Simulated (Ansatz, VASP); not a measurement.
# MoS2 in VASP and in Ansatz

INCAR

```
PREC     = Accurate       # precision mode
ENCUT    = 520            # plane-wave cutoff, eV
EDIFF    = 1E-6           # SCF threshold, eV
ISMEAR   = -1             # smearing method
SIGMA    = 0.05           # smearing width, eV
LREAL    = False          # projectors in reciprocal space
LASPH    = True           # aspherical terms in the spheres
NELM     = 80             # most SCF steps
ALGO     = Normal         # electronic algorithm
ISIF     = 2              # what is computed and relaxed
LWAVE    = False          # write WAVECAR
LCHARG   = False          # write CHGCAR
GGA      = PS             # functional
NBANDS   = 20             # bands
```

KPOINTS

```
Automatic mesh
0
Gamma
  10 10 10
```

File POSCAR:

```
MoS2
1.0
    1.6109882594      0.9301045052      6.2706188579
   -1.6109882594      0.9301045052      6.2706188579
    0.0000000000     -1.8602090104      6.2706188579
Mo S
1 2
Direct
    0.0000000000      0.0000000000      0.0000000000
    0.4170000000      0.4170000000      0.4170000000
    0.2500000000      0.2500000000      0.2500000000
```

The input input.yaml:

```yaml
crystal:
  lattice:
    - [1.6109882594, 0.9301045052, 6.2706188579]
    - [-1.6109882594, 0.9301045052, 6.2706188579]
    - [0.0, -1.8602090104, 6.2706188579]
  atoms:
    - { symbol: Mo, position: [0.0, 0.0, 0.0] }
    - { symbol: S, position: [0.417, 0.417, 0.417] }
    - { symbol: S, position: [0.25, 0.25, 0.25] }
kpoints:
  mp_grid: { grid: [10, 10, 10] }
scf:
  occupations: { method: fermi_dirac, width: 0.05 }
hamiltonian:
  xc: pbesol
  pseudopotentials: { kind: all_electron, lapw: { basis_error: 0.001 } }
output:
  forces: true
  stress: true
  eigenvalues: true
```

Change from the starting cell: volume scaled by 1.06.

Alike in both runs: task single point; functional PBEsol; k mesh 10 × 10 × 10; occupations fermi-dirac, width 0.05 eV; no spin polarisation.

|  | VASP | Ansatz |
| --- | --- | --- |
| version | VASP 6.6.1 | Ansatz 0.2.0 |
| potentials or method | VASP PAW PBE potentials, release 64 (Mo_sv, S) | all-electron LAPW, scalar-relativistic |
| plane-wave cutoff (eV) | 520 | see its input |

Ansatz gave:

```
gap on the k mesh at the Fermi level (eV)       : 0.96
least direct gap on the mesh (eV)               : 1.81
pressure (GPa)                                  : -7.7
largest component of the traceless stress (GPa) : 1.30
rms of the force components (eV/Å)              : 0.330
```

Task: What did VASP give for the same quantities?

Result: gap on the k mesh at the Fermi level (eV): 0.97; least direct gap on the mesh (eV): 1.81; pressure (GPa): -7.7; largest component of the traceless stress (GPa): 1.29; rms of the force components (eV/Å): 0.329.

Atom by atom the forces differ by 0.001 eV/Å (rms over components). Ansatz ran all-electron here, so the differences hold the error of VASP's frozen core and of both bases.

Caveats: the PAW data sets were made with another functional, which shifts forces and pressure a little (VASP). A k mesh can miss the band edges.
